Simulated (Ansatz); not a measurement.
# Te (P4_132) in Ansatz: settings compared

The runs below take Te through band structure, with LDA, PBE, PBEsol.

All numbers are computed with Ansatz 0.2.0; they aren't measurements. Logs are shortened: lines on timing, memory, paths and dates and some standing lists are left out, and cuts for length are marked.

## Step 1: The crystal as given

Symmetry: P4_132, No. 213, cubic system. Conventional cell: a = 5.223 Å, b = 5.223 Å, c = 5.223 Å, α = 90.00°, β = 90.00°, γ = 90.00°. Around Te (site symmetry 32) lie 6 Te at 3.20 Å.

The cell was built by a generator and needn't be a form met in nature.

## Step 2: Band structure, LDA

input.yaml

```yaml
crystal:
  lattice:
    - [5.22326, 0.0, 0.0]
    - [0.0, 5.22326, 0.0]
    - [0.0, 0.0, 5.22326]
  atoms:
    - { symbol: Te, position: [0.875, 0.125, 0.625] }
    - { symbol: Te, position: [0.375, 0.375, 0.375] }
    - { symbol: Te, position: [0.125, 0.625, 0.875] }
    - { symbol: Te, position: [0.625, 0.875, 0.125] }
hamiltonian:
  xc: lda
  pseudopotentials: { kind: paw }
kpoints:
  mp_grid: { grid: [4, 4, 4] }
  band_path:
    path:
      - [[0.0, 0.0, 0.0], [0.0, 0.5, 0.0], [0.5, 0.5, 0.0], [0.0, 0.0, 0.0], [0.5, 0.5, 0.5], [0.0, 0.5, 0.0]]
      - [[0.5, 0.5, 0.0], [0.5, 0.5, 0.5]]
    npoints: 14
scf:
  occupations: { method: fermi_dirac, width: 0.05 }
  n_extra_bands: 10
output:
  forces: true
  stress: true
  eigenvalues: true
  fatbands: false
  write_density: true
  write_potential: true
  elf: true
  volumetric_format: npy
```

Potentials or basis: Ansatz PAW.

Launch:

```console
$ ansatz run input.yaml --threads 2 --pin off --max-ram 5632MiB --backend cpu --events-out ev --progress --plain --runs-dir out
```

What it wrote:

```text
Warning: RAYON_NUM_THREADS=2 ignored (pool sized by the plan → 2); use --threads N
scf.n_extra_bands = 10 over 32 filled bands (N_el = 64.0): the run solves 42 bands
Engine: ansatz 0.2.0, aarch64-unknown-linux-gnu
Pseudopotentials: kind: paw
Pseudopotential: Te, paw, valence charge 16, recommended cutoff 420 eV (normal), Te.paw.azcp
Functional definition: SPW92
  exchange = slater_x
  correlation = pw_c
Crystal: 4 atoms, lattice volume = 142.503 Å³
Basis set: ecut = 420 eV, 2801 PW (Γ)
Bands: 42, of which v1, the nominal top of the filled ones, is band 32 counted from 1 (31 counted from 0)
Symmetry: 24 space group operations
Space group: P4132 (ITA 213), of the structure as read, at distance tolerance 5.2e-5 Å
k-points: 10 of 64
Non-local potential: Te, projectors of the file, l = 0: 2, l = 1: 2, l = 2: 2, l = 3: 2
PAW form: soft (Blöchl's): semilocal exchange-correlation on the pseudo side does not see the compensation charge
PAW frozen core: Te, regenerated for the run's functional, and the local potential with it (the file was generated under x = pbe(κ = 0.804, μ = 0.2195149727645171), c = pbe(β = 0.06672455060314922))
PAW one-centre angular grid: Te, 590 points (default); XC on 64 Gauss nodes
Initial density: superposition of atomic densities (neutral atoms: chi_scale 0, normalization atom), corrected by the library's trained network
Initial wavefunctions: pseudopotential atomic-orbital guess
Functional: x = slater, c = lda
SCF iter   1: F=—  HF=-27307.737795 eV  |F-HF|=—  |Δ(HF+E_count)|=         —  Δρ=4.09e-3  dr2=8.93e-3  ethr=1.77e-3  ⟨swp⟩=9.8  Hψ=2039  notcnv=0  defer=7
preconditioner: auto → LDOS  [insulator: Δε(μ)=0.237 eV  Ē_g=9.723 eV  σ=0.050 eV  W_gap=0.64  n_scr=26 (ndim 8)  ℏωp=15.2 eV  f_vac=0.064  D(μ)=2.11/eV (n_scr^D=6)  ε∞_Penn≈3.5  β→1.0]
SCF iter   2: F=—  HF=-27307.730848 eV  |F-HF|=—  |Δ(HF+E_count)|=   6.95e-3  Δρ=8.00e-4  dr2=7.52e-4  ethr=1.39e-5  ⟨swp⟩=2.0  Hψ=841  notcnv=0  defer=16
SCF iter   3: F=—  HF=-27307.730286 eV  |F-HF|=—  |Δ(HF+E_count)|=   5.62e-4  Δρ=2.42e-4  dr2=5.75e-5  ethr=1.17e-6  ⟨swp⟩=2.0  Hψ=710  notcnv=0  defer=16
SCF iter   4: F=—  HF=-27307.730250 eV  |F-HF|=—  |Δ(HF+E_count)|=   3.58e-5  Δρ=3.63e-5  dr2=1.23e-6  ethr=8.99e-8  ⟨swp⟩=2.0  Hψ=710  notcnv=0  defer=16
iter 5 did not close the SCF: its close was put off for the readings that it lacked (scf_convergence_deferred on its scf_iter line)
SCF iter   5: F=-27307.730249 eV  HF=-27307.730249 eV  |F-HF|=5.68e-9  |Δ(HF+E_count)|=   3.38e-7  Δρ=5.33e-6  dr2=2.53e-8  ethr=1.92e-9  ⟨swp⟩=2.0  Hψ=710  notcnv=0  defer=16
SCF iter   6: F=-27307.730249 eV  HF=-27307.730249 eV  |F-HF|=4.00e-11  |Δ(HF+E_count)|=   1.20e-9  Δρ=4.21e-7  dr2=2.51e-10  ethr=3.96e-11  ⟨swp⟩=11.9  Hψ=2850  notcnv=0
SCF 1 converged in 6 iterations: F = -27307.730249 eV  dr2 = 2.51e-10
NSCF: frozen V_eff on 86 k-points
SCF converged after 6 iterations
Free energy (F): -27307.730249 eV
Harris-Foulkes:  -27307.730249 eV  (|F-HF|=4.00e-11)
Internal energy: -27307.712915 eV  (E = F + TS)
E sigma→0 (E₀):  -27307.721582 eV
Entropy (-TS):   -0.017334 eV (-4.334 meV/atom)
Fermi energy:    7.896558 eV
--- Per-component energies (eV) ---
  E_band       = -1117.559582
  E_kinetic    = 723.596757
  E_local      = -5383.286274  (includes V_loc(G=0)·N_el)
  E_nonlocal   = -1220.298914
  E_hartree    = 3353.272256
  E_xc         = -493.617643
  E_vxc        = -416.911203  (∫ρ·V_xc dr)
  E_paw        = -18038.123378  (= ΣΔE_a)
  E_vpaw       = -1527.204535  (= ΣTr[D̂ρ^β])
  E_aug_tail   = -0.000722  (compensation charges beyond the density's cutoff)
  E_ewald      = -6251.969641
  E_core_change = 2.714645  (= ΣΔE_core)
  E_smearing   = -0.017334  (= −TS)
  E_closure    = -0.000000  (closes the sum)
  Σ components = -27307.730249   (vs F -27307.730249, Δ=0.00e0)
--- Forces (eV/Å), atoms counted from 1 ---
  atom   1  Te     0.00000000     0.00000000    -0.00000000
  atom   2  Te     0.00000000    -0.00000000     0.00000000
  atom   3  Te     0.00000000    -0.00000000    -0.00000000
  atom   4  Te    -0.00000000     0.00000000     0.00000000
  max |Σ_I F_I| component: 5.78e-19 eV/Å
--- Stress (GPa, compression-positive) ---
       -2.935931       0.000000      -0.000000
        0.000000      -2.935931      -0.000000
       -0.000000      -0.000000      -2.935931
  P = ⅓ Tr σ = -2.9359 GPa (-29.359 kbar)
--- Band table (eV; the first three rows and the last of 10) ---
  k-point 0: bands = ["-29.3431", "-29.3431", "-29.3431", "-29.3190", "-29.3190", "-29.3190", "-29.3011", "-29.3011", "-29.3011", "-29.3006", "-29.3006", "-29.2915", "-29.2807", "-29.2807", "-29.2735", "-29.2735", "-29.2735", "-29.2696", "-29.2696", "-29.2696", "-5.6112", "-2.6018", "-2.6018", "-2.6018", "4.4358", "4.4358", "4.4358", "4.4950", "4.4950", "4.4950", "6.9930", "6.9930", "8.2371", "8.2371", "8.2371", "10.1520", "12.1090", "14.1234", "14.1234", "14.1234", "14.1470", "14.1470"]
  k-point 1: bands = ["-29.3423", "-29.3422", "-29.3420", "-29.3253", "-29.3157", "-29.3150", "-29.3051", "-29.3021", "-29.3017", "-29.2973", "-29.2968", "-29.2903", "-29.2866", "-29.2832", "-29.2816", "-29.2758", "-29.2736", "-29.2733", "-29.2627", "-29.2603", "-5.3580", "-3.6200", "-2.4233", "-1.9964", "3.3256", "3.8667", "3.9052", "4.3726", "5.7244", "5.8370", "6.4917", "7.5243", "8.4386", "8.4809", "8.4956", "9.3305", "12.5279", "12.6290", "13.3776", "13.5413", "13.8066", "15.0568"]
  k-point 2: bands = ["-29.3414", "-29.3414", "-29.3356", "-29.3356", "-29.3100", "-29.3100", "-29.3069", "-29.3069", "-29.2987", "-29.2987", "-29.2928", "-29.2928", "-29.2885", "-29.2885", "-29.2808", "-29.2808", "-29.2738", "-29.2738", "-29.2577", "-29.2577", "-4.6423", "-4.6423", "-2.0521", "-2.0521", "3.1761", "3.1761", "4.0449", "4.0449", "6.1165", "6.1165", "7.5822", "7.5822", "8.3925", "8.3925", "8.7838", "8.7838", "11.9234", "11.9234", "13.9767", "13.9767", "14.5427", "14.5427"]
  k-point 9: bands = ["-29.3309", "-29.3309", "-29.3309", "-29.3309", "-29.3241", "-29.3241", "-29.3241", "-29.3241", "-29.2899", "-29.2899", "-29.2899", "-29.2899", "-29.2787", "-29.2787", "-29.2787", "-29.2787", "-29.2695", "-29.2695", "-29.2695", "-29.2695", "-3.5183", "-3.5183", "-3.5183", "-3.5183", "2.9924", "2.9924", "2.9924", "2.9924", "8.0442", "8.0442", "8.0442", "8.0442", "8.9840", "8.9840", "8.9840", "8.9840", "14.0952", "14.0952", "14.0952", "14.0952", "15.6423", "15.6423"]
```

Run time: 16 s. Hardware: 2 threads of Arm Neoverse V1, shared host; peak memory 0.51 GiB.

Results:

```
Free energy            : -27307.7302 eV
Pressure               : -2.9 GPa
Band gap on the k mesh : none (metal or under the smearing width)
```

Levels at the corners of the path, in eV from the Fermi level:
| point | band 29 | band 30 | band 31 | band 32 | band 33 | band 34 | band 35 | band 36 |
| --- | --- | --- | --- | --- | --- | --- | --- | --- |
| Γ | -3.40 | -3.40 | -0.90 | -0.90 | 0.34 | 0.34 | 0.34 | 2.26 |
| X | -1.78 | -1.78 | -0.31 | -0.31 | 0.50 | 0.50 | 0.89 | 0.89 |
| M | -2.47 | -2.47 | -2.09 | -2.09 | 1.84 | 1.84 | 2.17 | 2.17 |
| Γ | -3.40 | -3.40 | -0.90 | -0.90 | 0.34 | 0.34 | 0.34 | 2.26 |
| R | 0.15 | 0.15 | 0.15 | 0.15 | 1.09 | 1.09 | 1.09 | 1.09 |
| X | -1.78 | -1.78 | -0.31 | -0.31 | 0.50 | 0.50 | 0.89 | 0.89 |
| M | -2.47 | -2.47 | -2.09 | -2.09 | 1.84 | 1.84 | 2.17 | 2.17 |
| R | 0.15 | 0.15 | 0.15 | 0.15 | 1.09 | 1.09 | 1.09 | 1.09 |

Caveat: spin-orbit coupling is left out, which moves the levels of the heavy elements; the PAW data sets come from PBE, with cores solved anew for the run's functional, which leaves a small shift of forces and pressure.

## Step 3: Band structure, PBE

input.yaml: that of step 2 with these lines changed.

```diff
@@ -11,3 +11,3 @@
 hamiltonian:
-  xc: lda
+  xc: pbe
   pseudopotentials: { kind: paw }
@@ -28,5 +28 @@
   fatbands: false
-  write_density: true
-  write_potential: true
-  elf: true
-  volumetric_format: npy
```

Potentials or basis: Ansatz PAW.

Launch:

```console
$ ansatz run input.yaml --threads 2 --pin off --max-ram 5632MiB --backend cpu --events-out ev --progress --plain --runs-dir out
```

Wall time 16 s (2 threads of Arm Neoverse V1, shared host); peak memory 0.5 GiB.

It converged, with:

| Quantity | Value |
| --- | --- |
| Free energy | -27918.9021 eV |
| Pressure | 0.1 GPa |
| Band gap on the k mesh | none (metal or under the smearing width) |

Levels at the corners of the path, in eV from the Fermi level:
```
point  band 29  band 30  band 31  band 32  band 33  band 34  band 35  band 36
    Γ    -3.42    -3.42    -0.93    -0.93     0.33     0.33     0.33     2.26
    X    -1.78    -1.78    -0.34    -0.34     0.50     0.50     0.91     0.91
    M    -2.50    -2.50    -2.10    -2.10     1.85     1.85     2.18     2.18
    Γ    -3.42    -3.42    -0.93    -0.93     0.33     0.33     0.33     2.26
    R     0.16     0.16     0.16     0.16     1.08     1.08     1.08     1.08
    X    -1.78    -1.78    -0.34    -0.34     0.50     0.50     0.91     0.91
    M    -2.50    -2.50    -2.10    -2.10     1.85     1.85     2.18     2.18
    R     0.16     0.16     0.16     0.16     1.08     1.08     1.08     1.08
```

Caveat: spin-orbit coupling is left out, which moves the levels of the heavy elements.

## Step 4: Band structure, PBEsol

input.yaml: that of step 3 with these lines changed.

```diff
@@ -11,3 +11,3 @@
 hamiltonian:
-  xc: pbe
+  xc: pbesol
   pseudopotentials: { kind: paw }
```

Potentials or basis: Ansatz PAW.

Launch:

```console
$ ansatz run input.yaml --threads 2 --pin off --max-ram 5632MiB --backend cpu --events-out ev --progress --plain --runs-dir out
```

What it wrote:

```text
Warning: RAYON_NUM_THREADS=2 ignored (pool sized by the plan → 2); use --threads N
scf.n_extra_bands = 10 over 32 filled bands (N_el = 64.0): the run solves 42 bands
[... 3 set-up lines as earlier in the session ...]
Functional definition: PBEsol
  exchange = pbesol_x
  correlation = pbesol_c
Crystal: 4 atoms, lattice volume = 142.503 Å³
Basis set: ecut = 420 eV, 2801 PW (Γ), exchange–correlation on 72×72×72 points (8 copies of the dense FFT grid, shifted against one another)
Bands: 42, of which v1, the nominal top of the filled ones, is band 32 counted from 1 (31 counted from 0)
[... 2 set-up lines as earlier in the session ...]
k-points: 10 of 64
[... 6 set-up lines as earlier in the session ...]
Functional: x = pbesol(κ = 0.804, μ = 0.12345679012345678), c = pbesol(β = 0.046)
SCF iter   1: F=—  HF=-27605.059884 eV  |F-HF|=—  |Δ(HF+E_count)|=         —  Δρ=1.92e-3  dr2=4.73e-3  ethr=1.77e-3  ⟨swp⟩=10.0  Hψ=2055  notcnv=0  defer=4
preconditioner: auto → LDOS  [insulator: Δε(μ)=0.236 eV  Ē_g=9.693 eV  σ=0.050 eV  W_gap=0.63  n_scr=26 (ndim 8)  ℏωp=15.2 eV  f_vac=0.064  D(μ)=2.09/eV (n_scr^D=6)  ε∞_Penn≈3.5  β→1.0]
SCF iter   2: F=—  HF=-27605.055751 eV  |F-HF|=—  |Δ(HF+E_count)|=   4.13e-3  Δρ=7.23e-4  dr2=5.99e-4  ethr=7.40e-6  ⟨swp⟩=2.8  Hψ=904  notcnv=0  defer=31
SCF iter   3: F=—  HF=-27605.055438 eV  |F-HF|=—  |Δ(HF+E_count)|=   3.13e-4  Δρ=1.64e-4  dr2=4.60e-5  ethr=9.36e-7  ⟨swp⟩=2.0  Hψ=706  notcnv=0  defer=31
SCF iter   4: F=—  HF=-27605.055482 eV  |F-HF|=—  |Δ(HF+E_count)|=   4.37e-5  Δρ=3.46e-5  dr2=2.25e-6  ethr=7.19e-8  ⟨swp⟩=2.0  Hψ=714  notcnv=0  defer=31
SCF iter   5: F=—  HF=-27605.055481 eV  |F-HF|=—  |Δ(HF+E_count)|=   6.63e-7  Δρ=8.66e-6  dr2=1.20e-7  ethr=3.51e-9  ⟨swp⟩=2.1  Hψ=523  notcnv=0  defer=31
SCF iter   6: F=-27605.055481 eV  HF=-27605.055481 eV  |F-HF|=1.09e-9  |Δ(HF+E_count)|=   4.18e-8  Δρ=1.09e-6  dr2=2.26e-9  ethr=1.56e-10  ⟨swp⟩=10.1  Hψ=1764  notcnv=0
SCF 1 converged in 6 iterations: F = -27605.055481 eV  dr2 = 2.26e-9
NSCF: frozen V_eff on 86 k-points
SCF converged after 6 iterations
Free energy (F): -27605.055481 eV
Harris-Foulkes:  -27605.055481 eV  (|F-HF|=1.09e-9)
Internal energy: -27605.038359 eV  (E = F + TS)
E sigma→0 (E₀):  -27605.046920 eV
Entropy (-TS):   -0.017122 eV (-4.281 meV/atom)
Fermi energy:    8.076257 eV
--- Per-component energies (eV) ---
  E_band       = -1108.477856
  E_kinetic    = 719.982922
  E_local      = -5362.805555  (includes V_loc(G=0)·N_el)
  E_nonlocal   = -1232.703745
  E_hartree    = 3349.559255
  E_xc         = -491.747826
  E_vxc        = -414.164609  (∫ρ·V_xc dr)
  E_paw        = -18336.852347  (= ΣΔE_a)
  E_vpaw       = -1517.903179  (= ΣTr[D̂ρ^β])
  E_aug_tail   = -0.000682  (compensation charges beyond the density's cutoff)
  E_ewald      = -6251.969641
  E_core_change = 1.499261  (= ΣΔE_core)
  E_smearing   = -0.017122  (= −TS)
  E_closure    = -0.000000  (closes the sum)
  Σ components = -27605.055481   (vs F -27605.055481, Δ=0.00e0)
--- Forces (eV/Å), atoms counted from 1 ---
  atom   1  Te     0.00000000     0.00000000    -0.00000000
  atom   2  Te     0.00000000    -0.00000000    -0.00000000
  atom   3  Te     0.00000000     0.00000000     0.00000000
  atom   4  Te    -0.00000000     0.00000000    -0.00000000
  max |Σ_I F_I| component: 1.85e-17 eV/Å
--- Stress (GPa, compression-positive) ---
       -2.082568       0.000000      -0.000000
        0.000000      -2.082568      -0.000000
       -0.000000      -0.000000      -2.082568
  P = ⅓ Tr σ = -2.0826 GPa (-20.826 kbar)
--- Band table (eV; the first three rows and the last of 10) ---
  k-point 0: bands = ["-29.2248", "-29.2248", "-29.2248", "-29.2012", "-29.2012", "-29.2012", "-29.1829", "-29.1829", "-29.1829", "-29.1829", "-29.1829", "-29.1739", "-29.1622", "-29.1622", "-29.1560", "-29.1560", "-29.1560", "-29.1512", "-29.1512", "-29.1512", "-5.4096", "-2.3676", "-2.3676", "-2.3676", "4.5870", "4.5870", "4.5870", "4.6564", "4.6564", "4.6564", "7.1590", "7.1590", "8.4079", "8.4079", "8.4079", "10.3514", "12.2922", "14.2554", "14.2554", "14.2554", "14.3168", "14.3168"]
  k-point 1: bands = ["-29.2241", "-29.2240", "-29.2237", "-29.2074", "-29.1978", "-29.1972", "-29.1871", "-29.1841", "-29.1840", "-29.1793", "-29.1786", "-29.1723", "-29.1686", "-29.1647", "-29.1633", "-29.1583", "-29.1561", "-29.1558", "-29.1442", "-29.1419", "-5.1547", "-3.4007", "-2.1852", "-1.7482", "3.4685", "4.0170", "4.0581", "4.5237", "5.8975", "5.9948", "6.6554", "7.6961", "8.6186", "8.6587", "8.6793", "9.5176", "12.6791", "12.7695", "13.5174", "13.6784", "13.9898", "15.1930"]
  k-point 2: bands = ["-29.2232", "-29.2232", "-29.2175", "-29.2175", "-29.1921", "-29.1921", "-29.1892", "-29.1892", "-29.1805", "-29.1805", "-29.1744", "-29.1744", "-29.1703", "-29.1703", "-29.1632", "-29.1632", "-29.1563", "-29.1563", "-29.1392", "-29.1392", "-4.4333", "-4.4333", "-1.8045", "-1.8045", "3.3172", "3.3172", "4.1959", "4.1959", "6.2839", "6.2839", "7.7502", "7.7502", "8.5755", "8.5755", "8.9796", "8.9796", "12.0568", "12.0568", "14.1059", "14.1059", "14.7037", "14.7037"]
  k-point 9: bands = ["-29.2131", "-29.2131", "-29.2131", "-29.2131", "-29.2058", "-29.2058", "-29.2058", "-29.2058", "-29.1719", "-29.1719", "-29.1719", "-29.1719", "-29.1611", "-29.1611", "-29.1611", "-29.1611", "-29.1511", "-29.1511", "-29.1511", "-29.1511", "-3.2965", "-3.2965", "-3.2965", "-3.2965", "3.1397", "3.1397", "3.1397", "3.1397", "8.2387", "8.2387", "8.2387", "8.2387", "9.1695", "9.1695", "9.1695", "9.1695", "14.2426", "14.2426", "14.2426", "14.2426", "15.7563", "15.7563"]
```

bands.tsv:

```text
[... 102 lines left out ...]
4.547341	-37.289307	-37.289307	-37.289307	-37.289307	-37.282045	-37.282045	-37.282045	-37.282045	-37.248182	-37.248182	-37.248182	-37.248182	-37.237406	-37.237406	-37.237406	-37.237406	-37.227358	-37.227358	-37.227358	-37.227358	-11.372727	-11.372727	-11.372727	-11.372727	-4.936588	-4.936588	-4.936588	-4.936588	0.162394	0.162394	0.162394	0.162394	1.093245	1.093245	1.093245	1.093245	6.166293	6.166293	6.166293	6.166293	7.680025	7.680025
```

It took 16 s on 2 threads of Arm Neoverse V1, shared host; peak memory 0.5 GiB.

Results:

| Item | Value |
| --- | --- |
| Free energy | -27605.0555 eV |
| Pressure | -2.1 GPa |
| Band gap on the k mesh | none (metal or under the smearing width) |

Levels at the corners of the path, in eV from the Fermi level:
| point | band 29 | band 30 | band 31 | band 32 | band 33 | band 34 | band 35 | band 36 |
| --- | --- | --- | --- | --- | --- | --- | --- | --- |
| Γ | -3.42 | -3.42 | -0.92 | -0.92 | 0.33 | 0.33 | 0.33 | 2.28 |
| X | -1.79 | -1.79 | -0.33 | -0.33 | 0.50 | 0.50 | 0.90 | 0.90 |
| M | -2.49 | -2.49 | -2.11 | -2.11 | 1.85 | 1.85 | 2.19 | 2.19 |
| Γ | -3.42 | -3.42 | -0.92 | -0.92 | 0.33 | 0.33 | 0.33 | 2.28 |
| R | 0.16 | 0.16 | 0.16 | 0.16 | 1.09 | 1.09 | 1.09 | 1.09 |
| X | -1.79 | -1.79 | -0.33 | -0.33 | 0.50 | 0.50 | 0.90 | 0.90 |
| M | -2.49 | -2.49 | -2.11 | -2.11 | 1.85 | 1.85 | 2.19 | 2.19 |
| R | 0.16 | 0.16 | 0.16 | 0.16 | 1.09 | 1.09 | 1.09 | 1.09 |

Caveat: spin-orbit coupling is left out, which moves the levels of the heavy elements; the PAW data sets come from PBE, with cores solved anew for the run's functional, which leaves a small shift of forces and pressure.

## Step 5: Overview

| level | gap on the mesh (eV) | pressure (GPa) |
| --- | --- | --- |
| LDA | none | -2.9 |
| PBE | none | 0.1 |
| PBEsol | none | -2.1 |

Alike in all rows: task band structure; potentials or basis Ansatz PAW; no spin polarisation; cell as given; k mesh 4 × 4 × 4; cutoff (eV) 420; smearing fermi-dirac 0.05 eV.

Every run on the cell as given and a fine mesh finds a metal. The pressure there spans -2.9 GPa (LDA) to 0.1 GPa (PBE); a positive pressure means that this level wants a larger cell, a negative one a smaller.

Caveats: spin-orbit coupling is left out, which moves the levels of the heavy elements; the PAW data sets come from PBE, with cores solved anew for the run's functional, which leaves a small shift of forces and pressure (some runs).

Total energies depend on the potentials used, so only differences within one code and one set of settings carry meaning.
